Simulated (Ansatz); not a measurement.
**C: what a guessed cell relaxes into, part 1 of 2**

Aim: relax a trial structure of C and see where it ends.

Method: DFT PBE, scalar-relativistic, plane waves, PAW, in Ansatz 0.2.0.

## (1) The starting structure

The structure is hexagonal, space group P6_122 (No. 178). Conventional cell: a = 3.498 Å, b = 3.498 Å, c = 3.312 Å, α = 90.00°, β = 90.00°, γ = 120.00°. C (site symmetry 2) has 4 C at 1.52 Å as nearest neighbours.

Coordinates:

```xyz
6
Lattice="3.4985 0.0000 0.0000 -1.7492 3.0298 0.0000 0.0000 0.0000 3.3121" Properties=species:S:1:pos:R:3 pbc="T T T"
C     0.0000    1.4182    0.8280
C     0.5211    2.3207    1.9320
C    -0.5211    2.3207    3.0361
C     1.7492    1.6116    2.4841
C     1.2282    0.7091    0.2760
C     2.2703    0.7091    1.3800
```

The cell is invented: 4-connected net of one element (P6_122, No. 178). The dimensions are guesses.

## (2) Probe: one point on a coarse mesh

Input file input.yaml:

```yaml
crystal:
  lattice:
    - [3.49845717, 0.0, 0.0]
    - [-1.74922859, 3.02975278, 0.0]
    - [0.0, 0.0, 3.31208407]
  atoms:
    - { symbol: C, position: [0.23404053, 0.46808105, 0.25] }
    - { symbol: C, position: [0.53191895, 0.76595947, 0.58333333] }
    - { symbol: C, position: [0.23404053, 0.76595947, 0.91666667] }
    - { symbol: C, position: [0.76595947, 0.53191895, 0.75] }
    - { symbol: C, position: [0.46808105, 0.23404053, 0.08333333] }
    - { symbol: C, position: [0.76595947, 0.23404053, 0.41666667] }
basis:
  ecutwfc: 420
kpoints:
  mp_grid: { grid: [6, 6, 6] }
hamiltonian:
  xc: pbe
scf:
  occupations: { method: gaussian, width: 0.1 }
  lower_state_search: "off"
output:
  forces: true
  stress: true
  eigenvalues: true
```

Started as:

```sh
$ ansatz run input.yaml --threads 1 --pin off --max-ram 2560MiB --backend cpu --events-out ev --progress --plain --runs-dir out
```

Log (excerpt; [...] marks lines left out):

```text
[...]
SCF converged after 6 iterations
Free energy (F): -1503.989425 eV
[...]
E sigma→0 (E₀):  -1503.989425 eV
Fermi energy:    12.793050 eV
[...]
--- Forces (eV/Å), atoms counted from 1 ---
  atom   1  C      0.00000000    -0.67793750     0.00000000
  atom   2  C      0.58711110     0.33896875     0.00000000
  atom   3  C     -0.58711110     0.33896875    -0.00000000
  atom   4  C     -0.00000000     0.67793750     0.00000000
  atom   5  C     -0.58711110    -0.33896875     0.00000000
  atom   6  C      0.58711110    -0.33896875    -0.00000000
[...]
--- Stress (GPa, compression-positive) ---
       27.675670       0.000000       0.000000
        0.000000      27.675670      -0.000000
       -0.000000      -0.000000      28.509129
  P = ⅓ Tr σ = 27.9535 GPa (279.535 kbar)
--- Band table (eV; the first three rows and the last of 28) ---
  k-point 0: bands = ["-8.9376", "0.7209", "0.7209", "1.6754", "2.0616", "2.0616", "6.4471", "6.6127", "6.6127", "8.3148", "9.0873", "9.0873", "16.3630", "16.3630", "17.5633", "21.7066", "22.5725"]
[...]
```

Run time: 1.8 s. Hardware: 1 thread of Arm Neoverse V1, shared host; peak memory 0.27 GiB.

The probe gives pressure 28.0 GPa, largest force 0.68 eV/Å, gap on this mesh 4.14 eV. A guess like this is first relaxed loosely on the coarse mesh.

## (3) Coarse relaxation

input.yaml, as its differences from that of step 2:

```diff
@@ -25 +25,6 @@
   eigenvalues: true
+relax:
+  adjacent_minimum: "off"
+  f_tol: 0.04
+  max_steps: 70
+  cell: { stress_tol: 0.4 }
```

Started as:

```sh
$ ansatz run input.yaml --threads 1 --pin off --max-ram 2560MiB --backend cpu --events-out ev --progress --plain --runs-dir out
```

Log:

```text
Warning: RAYON_NUM_THREADS=1 ignored (pool sized by the plan → 1); use --threads N
Engine: ansatz 0.2.0, aarch64-unknown-linux-gnu
Pseudopotentials: kind: paw
Pseudopotential: C, paw, valence charge 4, recommended cutoff 420 eV (normal), C.paw.azcp
Functional definition: PBE
  parameter kappa = 0.804
  parameter beta = 0.06672455060314922
  exchange = pbe_x(kappa = kappa, mu = beta*pi^2/3)
  correlation = pbe_c(beta = beta)
Crystal: 6 atoms, lattice volume = 35.106 Å³
Basis set: ecut = 420 eV, 677 PW (Γ), exchange–correlation on 48×48×48 points (8 copies of the dense FFT grid, shifted against one another)
Bands: 18, of which v1, the nominal top of the filled ones, is band 12 counted from 1 (11 counted from 0)
Symmetry: 12 space group operations
Space group: P6122 (ITA 178), of the structure as read, at distance tolerance 3.3e-5 Å
k-points: 28 of 216 (time reversal used)
Non-local potential: C, projectors of the file, l = 0: 2, l = 1: 2, l = 2: 1
PAW form: soft (Blöchl's): semilocal exchange-correlation on the pseudo side does not see the compensation charge
PAW one-centre angular grid: C, 110 points (default); XC on 64 Gauss nodes
Initial density: superposition of atomic densities (neutral atoms: chi_scale 0, normalization atom), corrected by the library's trained network
Initial wavefunctions: pseudopotential atomic-orbital guess
Functional: x = pbe(κ = 0.804, μ = 0.2195149727645171), c = pbe(β = 0.06672455060314922)
SCF iter   1: F=—  HF=-1503.990577 eV  |F-HF|=—  |Δ(HF+E_count)|=         —  Δρ=7.75e-3  dr2=9.11e-3  ethr=1.77e-3  ⟨swp⟩=5.9  Hψ=2628  notcnv=0
preconditioner: auto → none  [insulator: Δε(μ)=4.141 eV  Ē_g=17.096 eV  σ=0.100 eV  W_gap=1.00  n_scr=8 (ndim 8)  ℏωp=30.7 eV  f_vac=0.000  D(μ)=0.00/eV (n_scr^D=0)  ε∞_Penn≈4.2]
SCF iter   2: F=—  HF=-1503.989174 eV  |F-HF|=—  |Δ(HF+E_count)|=   1.40e-3  Δρ=3.26e-3  dr2=1.14e-3  ethr=3.80e-5  ⟨swp⟩=2.0  Hψ=998  notcnv=0
SCF iter   3: F=—  HF=-1503.989392 eV  |F-HF|=—  |Δ(HF+E_count)|=   2.17e-4  Δρ=6.12e-4  dr2=3.39e-5  ethr=4.76e-6  ⟨swp⟩=2.0  Hψ=775  notcnv=0
SCF iter   4: F=—  HF=-1503.989425 eV  |F-HF|=—  |Δ(HF+E_count)|=   3.35e-5  Δρ=5.83e-5  dr2=3.24e-7  ethr=1.41e-7  ⟨swp⟩=2.1  Hψ=793  notcnv=0
iter 5 did not close the SCF: its close was put off for the readings that it lacked (scf_convergence_deferred on its scf_iter line)
SCF iter   5: F=-1503.989425 eV  HF=-1503.989425 eV  |F-HF|=3.69e-9  |Δ(HF+E_count)|=   3.99e-7  Δρ=4.86e-6  dr2=2.59e-9  ethr=1.35e-9  ⟨swp⟩=2.6  Hψ=801  notcnv=0
SCF iter   6: F=-1503.989425 eV  HF=-1503.989425 eV  |F-HF|=5.64e-11  |Δ(HF+E_count)|=   3.95e-9  Δρ=4.26e-7  dr2=1.84e-11  ethr=1.08e-11  ⟨swp⟩=5.6  Hψ=1913  notcnv=0
SCF 1 converged in 6 iterations: F = -1503.989425 eV  dr2 = 1.84e-11
relax step   1: F+E_penalty+E_count = -1503.98942548 eV  Δ(F+E_penalty+E_count) = +0.000e0 eV  max|allowed force component| = 6.779e-1 eV/Å  Δτ_max = 0.0000 Å  P = +27.953 GPa  Ω = 35.106 Å³  (6 SCF iters, dr2 threshold 1.00e-7 eV, accepted)
Crystal: 6 atoms, lattice volume = 36.407 Å³
Basis set: ecut = 420 eV, 689 PW (Γ), exchange–correlation on 48×48×48 points (8 copies of the dense FFT grid, shifted against one another)
Initial density: handed on by an earlier stage of this run
Initial wavefunctions: those handed on with the density
iter 1 solved again at ethr=1.55e-4 eV; its pass at ethr=3.10e-3 eV (dr2=3.71e-2 eV) is discarded
SCF iter   1: F=—  HF=-1504.158473 eV  |F-HF|=—  |Δ(HF+E_count)|=         —  Δρ=1.01e-2  dr2=3.68e-2  ethr=1.55e-4  ⟨swp⟩=1.0  Hψ=3479  notcnv=0
preconditioner: auto → none  [insulator: Δε(μ)=4.132 eV  Ē_g=16.688 eV  σ=0.100 eV  W_gap=1.00  n_scr=8 (ndim 8)  ℏωp=30.1 eV  f_vac=0.000  D(μ)=0.00/eV (n_scr^D=0)  ε∞_Penn≈4.3]
SCF iter   2: F=—  HF=-1504.146972 eV  |F-HF|=—  |Δ(HF+E_count)|=   1.15e-2  Δρ=3.33e-3  dr2=3.91e-3  ethr=1.53e-4  ⟨swp⟩=2.1  Hψ=825  notcnv=0
SCF iter   3: F=—  HF=-1504.146086 eV  |F-HF|=—  |Δ(HF+E_count)|=   8.86e-4  Δρ=3.88e-4  dr2=3.40e-5  ethr=1.63e-5  ⟨swp⟩=2.4  Hψ=858  notcnv=0
SCF iter   4: F=—  HF=-1504.146130 eV  |F-HF|=—  |Δ(HF+E_count)|=   4.43e-5  Δρ=1.04e-4  dr2=1.78e-6  ethr=1.42e-7  ⟨swp⟩=2.9  Hψ=869  notcnv=0
SCF iter   5: F=-1504.146133 eV  HF=-1504.146133 eV  |F-HF|=1.32e-8  |Δ(HF+E_count)|=   2.67e-6  Δρ=7.75e-6  dr2=7.99e-9  ethr=2.50e-9  ⟨swp⟩=6.8  Hψ=2477  notcnv=0
SCF 2 converged in 5 iterations: F = -1504.146133 eV  dr2 = 7.99e-9
relax step   2: F+E_penalty+E_count = -1504.14613253 eV  Δ(F+E_penalty+E_count) = -1.567e-1 eV  max|allowed force component| = 3.308e-1 eV/Å  Δτ_max = 0.0039 Å  P = +10.200 GPa  Ω = 36.407 Å³  energy of the carried Pulay correction = -7.377e-3 eV  (5 SCF iters, dr2 threshold 6.00e-7 eV, accepted)
Crystal: 6 atoms, lattice volume = 37.199 Å³
Basis set: ecut = 420 eV, 737 PW (Γ), exchange–correlation on 48×48×48 points (8 copies of the dense FFT grid, shifted against one another)
iter 1 solved again at ethr=5.68e-5 eV; its pass at ethr=3.10e-3 eV (dr2=1.36e-2 eV) is discarded
SCF iter   1: F=—  HF=-1504.176868 eV  |F-HF|=—  |Δ(HF+E_count)|=         —  Δρ=5.88e-3  dr2=1.25e-2  ethr=5.68e-5  ⟨swp⟩=1.2  Hψ=3186  notcnv=0
preconditioner: auto → none  [insulator: Δε(μ)=4.149 eV  Ē_g=16.462 eV  σ=0.100 eV  W_gap=1.00  n_scr=8 (ndim 8)  ℏωp=29.8 eV  f_vac=0.000  D(μ)=0.00/eV (n_scr^D=0)  ε∞_Penn≈4.3]
SCF iter   2: F=—  HF=-1504.172863 eV  |F-HF|=—  |Δ(HF+E_count)|=   4.00e-3  Δρ=1.97e-3  dr2=1.33e-3  ethr=5.20e-5  ⟨swp⟩=2.2  Hψ=820  notcnv=0
SCF iter   3: F=—  HF=-1504.172574 eV  |F-HF|=—  |Δ(HF+E_count)|=   2.90e-4  Δρ=2.46e-4  dr2=1.27e-5  ethr=5.53e-6  ⟨swp⟩=2.4  Hψ=856  notcnv=0
SCF iter   4: F=—  HF=-1504.172611 eV  |F-HF|=—  |Δ(HF+E_count)|=   3.73e-5  Δρ=6.19e-5  dr2=6.09e-7  ethr=2.50e-9  ⟨swp⟩=7.2  Hψ=2628  notcnv=0
SCF iter   5: F=-1504.172612 eV  HF=-1504.172612 eV  |F-HF|=5.07e-9  |Δ(HF+E_count)|=   8.79e-7  Δρ=4.54e-6  dr2=2.83e-9  ethr=2.50e-9  ⟨swp⟩=5.0  Hψ=2187  notcnv=0
SCF 3 converged in 5 iterations: F = -1504.172612 eV  dr2 = 2.83e-9
relax step   3: F+E_penalty+E_count = -1504.17261172 eV  Δ(F+E_penalty+E_count) = -2.648e-2 eV  max|allowed force component| = 6.178e-2 eV/Å  Δτ_max = 0.0036 Å  P = +0.603 GPa  Ω = 37.199 Å³  energy of the carried Pulay correction = -1.174e-2 eV  (5 SCF iters, dr2 threshold 6.00e-7 eV, accepted)
Crystal: 6 atoms, lattice volume = 37.227 Å³
iter 1 solved again at ethr=8.19e-7 eV; its pass at ethr=3.10e-3 eV (dr2=1.96e-4 eV) is discarded
SCF iter   1: F=—  HF=-1504.172534 eV  |F-HF|=—  |Δ(HF+E_count)|=         —  Δρ=8.17e-4  dr2=1.91e-4  ethr=8.19e-7  ⟨swp⟩=2.4  Hψ=3332  notcnv=0
preconditioner: auto → none  [insulator: Δε(μ)=4.188 eV  Ē_g=16.462 eV  σ=0.100 eV  W_gap=1.00  n_scr=8 (ndim 8)  ℏωp=29.8 eV  f_vac=0.000  D(μ)=0.00/eV (n_scr^D=0)  ε∞_Penn≈4.3]
SCF iter   2: F=—  HF=-1504.172495 eV  |F-HF|=—  |Δ(HF+E_count)|=   3.91e-5  Δρ=2.73e-4  dr2=1.13e-5  ethr=7.94e-7  ⟨swp⟩=2.8  Hψ=836  notcnv=0
SCF iter   3: F=—  HF=-1504.172495 eV  |F-HF|=—  |Δ(HF+E_count)|=   5.80e-7  Δρ=7.86e-5  dr2=7.20e-7  ethr=4.73e-8  ⟨swp⟩=2.4  Hψ=813  notcnv=0
SCF iter   4: F=-1504.172496 eV  HF=-1504.172496 eV  |F-HF|=1.61e-9  |Δ(HF+E_count)|=   3.91e-7  Δρ=4.14e-6  dr2=1.88e-9  ethr=2.50e-9  ⟨swp⟩=5.2  Hψ=2200  notcnv=0
SCF 4 converged in 4 iterations: F = -1504.172496 eV  dr2 = 1.88e-9
relax step   4: F+E_penalty+E_count = -1504.17249585 eV  Δ(F+E_penalty+E_count) = +1.159e-4 eV  max|allowed force component| = 8.070e-4 eV/Å  Δτ_max = 0.0017 Å  P = +0.098 GPa  Ω = 37.227 Å³  energy of the carried Pulay correction = -1.189e-2 eV  (4 SCF iters, dr2 threshold 6.00e-7 eV, accepted)
Crystal: 6 atoms, lattice volume = 37.240 Å³
iter 1 solved again at ethr=4.59e-8 eV; its pass at ethr=3.10e-3 eV (dr2=1.10e-5 eV) is discarded
SCF iter   1: F=—  HF=-1504.172727 eV  |F-HF|=—  |Δ(HF+E_count)|=         —  Δρ=2.56e-4  dr2=1.08e-5  ethr=4.59e-8  ⟨swp⟩=3.1  Hψ=3544  notcnv=0
preconditioner: auto → none  [insulator: Δε(μ)=4.179 eV  Ē_g=16.460 eV  σ=0.100 eV  W_gap=1.00  n_scr=8 (ndim 8)  ℏωp=29.8 eV  f_vac=0.000  D(μ)=0.00/eV (n_scr^D=0)  ε∞_Penn≈4.3]
SCF iter   2: F=—  HF=-1504.172752 eV  |F-HF|=—  |Δ(HF+E_count)|=   2.51e-5  Δρ=1.16e-4  dr2=1.55e-6  ethr=4.49e-8  ⟨swp⟩=2.1  Hψ=779  notcnv=0
SCF iter   3: F=-1504.172753 eV  HF=-1504.172753 eV  |F-HF|=3.46e-8  |Δ(HF+E_count)|=   5.27e-7  Δρ=2.21e-5  dr2=4.71e-8  ethr=2.50e-9  ⟨swp⟩=5.4  Hψ=2200  notcnv=0
SCF 5 converged in 3 iterations: F = -1504.172753 eV  dr2 = 4.71e-8
relax step   5: F+E_penalty+E_count = -1504.17275261 eV  Δ(F+E_penalty+E_count) = -2.568e-4 eV  max|allowed force component| = 2.021e-4 eV/Å  Δτ_max = 0.0003 Å  P = +0.002 GPa  Ω = 37.240 Å³  energy of the carried Pulay correction = -1.197e-2 eV  (3 SCF iters, dr2 threshold 6.00e-7 eV, accepted)
Initial wavefunctions: pseudopotential atomic-orbital guess (no wavefunctions were taken with the density)
iter 1 solved again at ethr=7.95e-8 eV; its pass at ethr=3.10e-3 eV (dr2=1.91e-5 eV) is discarded
SCF iter   1: F=—  HF=-1504.189233 eV  |F-HF|=—  |Δ(HF+E_count)|=         —  Δρ=5.67e-4  dr2=1.77e-5  ethr=7.95e-8  ⟨swp⟩=3.2  Hψ=3864  notcnv=0
preconditioner: auto → none  [insulator: Δε(μ)=4.179 eV  Ē_g=16.459 eV  σ=0.100 eV  W_gap=1.00  n_scr=8 (ndim 8)  ℏωp=29.8 eV  f_vac=0.000  D(μ)=0.00/eV (n_scr^D=0)  ε∞_Penn≈4.3]
SCF iter   2: F=—  HF=-1504.189279 eV  |F-HF|=—  |Δ(HF+E_count)|=   4.61e-5  Δρ=2.81e-4  dr2=3.91e-6  ethr=7.39e-8  ⟨swp⟩=2.0  Hψ=832  notcnv=0
SCF iter   3: F=—  HF=-1504.189288 eV  |F-HF|=—  |Δ(HF+E_count)|=   8.97e-6  Δρ=1.82e-5  dr2=1.80e-8  ethr=1.63e-8  ⟨swp⟩=2.5  Hψ=858  notcnv=0
SCF iter   4: F=—  HF=-1504.189288 eV  |F-HF|=—  |Δ(HF+E_count)|=   2.29e-7  Δρ=1.53e-6  dr2=5.02e-10  ethr=1.60e-11  ⟨swp⟩=6.0  Hψ=2087  notcnv=0
SCF iter   5: F=-1504.189288 eV  HF=-1504.189288 eV  |F-HF|=2.46e-11  |Δ(HF+E_count)|=  4.73e-11  Δρ=3.90e-7  dr2=1.62e-11  ethr=2.09e-12  ⟨swp⟩=2.0  Hψ=1688  notcnv=0
SCF 6 converged in 5 iterations: F = -1504.189288 eV  dr2 = 1.62e-11
relax step   6: F+E_penalty+E_count = -1504.18928756 eV  Δ(F+E_penalty+E_count) = -1.653e-2 eV  max|allowed force component| = 1.756e-3 eV/Å  Δτ_max = 0.0000 Å  P = +0.702 GPa  Ω = 37.240 Å³  stress off target by 7.16e-1 GPa  SCF on the basis re-selected at this cell (its energy is not comparable with the rows above)  (5 SCF iters)
basis re-selected at this cell: Δ(F+E_penalty+E_count) = -1.653e-2 eV, ΔP = +0.700 GPa vs the last step (what re-selecting the basis moved, of the pressure what is left beyond the Pulay correction that the steps carried, after the strain that the cell walked since its last selection, with what the two solves' SCF thresholds leave and, on support functions, any second-order correction that the steps lacked; it is no measure of the basis error at this ecutwfc). This SCF's stress stands 7.16e-1 GPa from its target on what of the cell is left free (relax.cell.stress_tol is 4.00e-1 GPa) and its largest allowed force component is 1.76e-3 eV/Å (relax.f_tol is 4.00e-2 eV/Å): not within both, so this SCF does not close the relaxation
Crystal: 6 atoms, lattice volume = 37.305 Å³
iter 1 solved again at ethr=3.01e-7 eV; its pass at ethr=3.10e-3 eV (dr2=7.23e-5 eV) is discarded
SCF iter   1: F=—  HF=-1504.189039 eV  |F-HF|=—  |Δ(HF+E_count)|=         —  Δρ=4.27e-4  dr2=6.60e-5  ethr=3.01e-7  ⟨swp⟩=1.4  Hψ=3058  notcnv=0
preconditioner: auto → none  [insulator: Δε(μ)=4.176 eV  Ē_g=16.440 eV  σ=0.100 eV  W_gap=1.00  n_scr=8 (ndim 8)  ℏωp=29.8 eV  f_vac=0.000  D(μ)=0.00/eV (n_scr^D=0)  ε∞_Penn≈4.3]
SCF iter   2: F=—  HF=-1504.189044 eV  |F-HF|=—  |Δ(HF+E_count)|=   4.98e-6  Δρ=1.47e-4  dr2=8.03e-6  ethr=2.75e-7  ⟨swp⟩=2.0  Hψ=840  notcnv=0
SCF iter   3: F=-1504.189042 eV  HF=-1504.189042 eV  |F-HF|=3.55e-8  |Δ(HF+E_count)|=   2.03e-6  Δρ=1.32e-5  dr2=3.45e-8  ethr=2.50e-9  ⟨swp⟩=3.3  Hψ=2093  notcnv=0
SCF 7 converged in 3 iterations: F = -1504.189042 eV  dr2 = 3.45e-8
relax step   7: F+E_penalty+E_count = -1504.18904234 eV  Δ(F+E_penalty+E_count) = +2.452e-4 eV  max|allowed force component| = 8.983e-5 eV/Å  Δτ_max = 0.0001 Å  P = +0.014 GPa  Ω = 37.305 Å³  energy of the carried Pulay correction = -3.899e-4 eV  (3 SCF iters, dr2 threshold 6.00e-7 eV, accepted)
iter 1 solved again at ethr=1.98e-8 eV; its pass at ethr=3.10e-3 eV (dr2=4.74e-6 eV) is discarded
SCF iter   1: F=—  HF=-1504.189435 eV  |F-HF|=—  |Δ(HF+E_count)|=         —  Δρ=2.21e-5  dr2=5.39e-8  ethr=1.98e-8  ⟨swp⟩=3.3  Hψ=4054  notcnv=0
preconditioner: auto → none  [insulator: Δε(μ)=4.178 eV  Ē_g=16.441 eV  σ=0.100 eV  W_gap=1.00  n_scr=8 (ndim 8)  ℏωp=29.8 eV  f_vac=0.000  D(μ)=0.00/eV (n_scr^D=0)  ε∞_Penn≈4.3]
SCF iter   2: F=—  HF=-1504.189461 eV  |F-HF|=—  |Δ(HF+E_count)|=   2.65e-5  Δρ=1.10e-5  dr2=1.36e-8  ethr=2.25e-10  ⟨swp⟩=2.8  Hψ=856  notcnv=0
SCF iter   3: F=-1504.189461 eV  HF=-1504.189461 eV  |F-HF|=1.75e-11  |Δ(HF+E_count)|=   1.53e-8  Δρ=4.95e-7  dr2=6.76e-11  ethr=1.60e-11  ⟨swp⟩=6.0  Hψ=2040  notcnv=0
SCF 8 converged in 3 iterations: F = -1504.189461 eV  dr2 = 6.76e-11
relax step   8: F+E_penalty+E_count = -1504.18946121 eV  Δ(F+E_penalty+E_count) = -4.189e-4 eV  max|allowed force component| = 1.435e-5 eV/Å  Δτ_max = 0.0000 Å  P = +0.021 GPa  Ω = 37.305 Å³  stress off target by 2.20e-2 GPa  SCF on the basis re-selected at this cell (its energy is not comparable with the rows above)  (3 SCF iters)
basis re-selected at this cell: Δ(F+E_penalty+E_count) = -4.189e-4 eV, ΔP = +0.008 GPa vs the last step (what re-selecting the basis moved, of the pressure what is left beyond the Pulay correction that the steps carried, after the strain that the cell walked since its last selection, with what the two solves' SCF thresholds leave and, on support functions, any second-order correction that the steps lacked; it is no measure of the basis error at this ecutwfc). This SCF's stress stands 2.20e-2 GPa from its target on what of the cell is left free (relax.cell.stress_tol is 4.00e-1 GPa) and its largest allowed force component is 1.43e-5 eV/Å (relax.f_tol is 4.00e-2 eV/Å): within both
SCF converged after 3 iterations
Free energy (F): -1504.189461 eV
Harris-Foulkes:  -1504.189461 eV  (|F-HF|=1.75e-11)
Internal energy: -1504.189461 eV  (E = F + TS)
E sigma→0 (E₀):  -1504.189461 eV
Fermi energy:    11.948014 eV
--- Per-component energies (eV) ---
  E_band       = 72.412529
  E_kinetic    = 549.169694
  E_local      = -482.729969  (includes V_loc(G=0)·N_el)
  E_nonlocal   = 160.542988
  E_hartree    = 123.112808
  E_xc         = -291.337836
  E_vxc        = -361.493894  (∫ρ·V_xc dr)
  E_paw        = -594.808560  (= ΣΔE_a)
  E_vpaw       = -39.302095  (= ΣTr[D̂ρ^β])
  E_aug_tail   = 0.000053  (compensation charges beyond the density's cutoff)
  E_ewald      = -968.138638
  E_smearing   = -0.000000  (= −TS)
  E_closure    = 0.000000  (closes the sum)
  Σ components = -1504.189461   (vs F -1504.189461, Δ=0.00e0)
--- Forces (eV/Å), atoms counted from 1 ---
  atom   1  C      0.00000000    -0.00001435     0.00000000
  atom   2  C      0.00001242     0.00000717     0.00000000
  atom   3  C     -0.00001242     0.00000717     0.00000000
  atom   4  C     -0.00000000     0.00001435     0.00000000
  atom   5  C     -0.00001242    -0.00000717     0.00000000
  atom   6  C      0.00001242    -0.00000717     0.00000000
  max |Σ_I F_I| component: 1.20e-16 eV/Å
--- Stress (GPa, compression-positive) ---
        0.020864       0.000000       0.000000
        0.000000       0.020864       0.000000
       -0.000000       0.000000       0.021967
  P = ⅓ Tr σ = 0.0212 GPa (0.212 kbar)
--- Band table (eV; the first three rows and the last of 28) ---
  k-point 0: bands = ["-9.1621", "0.0254", "0.0254", "1.0365", "1.4461", "1.4461", "5.6736", "5.9136", "5.9136", "7.4155", "8.3590", "8.3590", "15.4022", "15.4022", "16.2358", "20.4488", "20.9240", "20.9240"]
  k-point 1: bands = ["-8.8794", "-2.4756", "1.2711", "1.6516", "1.7178", "2.3063", "5.7365", "5.7592", "6.1463", "6.7740", "6.8090", "9.0593", "14.0356", "15.8826", "17.6745", "20.0537", "20.3262", "21.3697"]
  k-point 2: bands = ["-8.0365", "-4.7682", "1.9464", "2.2905", "2.4034", "3.5488", "5.0835", "5.4775", "5.7907", "5.8507", "6.3823", "8.5177", "14.8619", "15.4352", "16.8757", "19.8955", "22.0193", "23.4895"]
  k-point 27: bands = ["-3.8661", "-3.8661", "-3.4787", "-3.4787", "0.5647", "0.5647", "7.8086", "7.8086", "8.4277", "8.4277", "9.0992", "9.0992", "19.6395", "19.6395", "20.8184", "20.8184", "21.1746", "21.1746"]
--- Relaxed structure (6 steps of the walk, 6 accepted, 2 SCFs on fresh bases) ---
  F+E_penalty+E_count = -1504.18946121 eV   max|allowed force component| = 1.435e-5 eV/Å   (the final SCF, on the basis selected at the relaxed cell)
  cell:  # Å, volume = 37.3054 Å³
    - [3.5715599029156984, 2.9470720530116443e-9, 2.7436418251517786e-34]
    - [-1.7857799540100885, 3.0930616055893427, -1.2975689295550705e-34]
    - [0.0, -5.681987410968008e-35, 3.3769583017651006]
  atoms:
    - { symbol: C, position: [0.23259515676763773, 0.4651903135352754, 0.25000000000000006] }
    - { symbol: C, position: [0.5348096864647247, 0.7674048432323625, 0.5833333333333334] }
    - { symbol: C, position: [0.2325951567676377, 0.7674048432323625, 0.9166666666666669] }
    - { symbol: C, position: [0.7674048432323624, 0.5348096864647246, 0.75] }
    - { symbol: C, position: [0.46519031353527546, 0.23259515676763767, 0.08333333333333336] }
    - { symbol: C, position: [0.7674048432323622, 0.23259515676763765, 0.41666666666666674] }
```

It took 17 s on 1 thread of Arm Neoverse V1, shared host; peak memory 0.29 GiB.

The steps of the relaxation:

```
step  energy from step 1 (eV/cell)  largest force component (eV/Å)  pressure (GPa)  volume (Å³)
   1                        0.0000                          0.6779           27.95        35.11
   2                       -0.1567                          0.3308           10.20        36.41
   3                       -0.1832                          0.0618            0.60        37.20
   4                       -0.1831                          0.0008            0.10        37.23
   5                       -0.1833                          0.0002            0.00        37.24
   6                       -0.1999                          0.0018            0.70        37.24
   7                       -0.1996                          0.0001            0.01        37.31
   8                       -0.2000                          0.0000            0.02        37.31
```

Step 1 is the start. Steps 6, 8 each repeat the geometry before them on a plane-wave basis chosen anew, so the energy can jump there without any move.

|  | before | after | change |
| --- | --- | --- | --- |
| a (Å) | 3.498 | 3.572 | +2.1 % |
| b (Å) | 3.498 | 3.572 | +2.1 % |
| c (Å) | 3.312 | 3.377 | +2.0 % |
| volume (Å³/atom) | 5.85 | 6.22 | +6.3 % |
| shortest distance (Å) | 1.518 | 1.545 | +1.8 % |
| space group (0.01 Å) | P6_122 | P6_122 | same |

The run keeps the 12 symmetry operations of the start, so it could not have lowered the symmetry.

(Continued in part 2 of 2.)
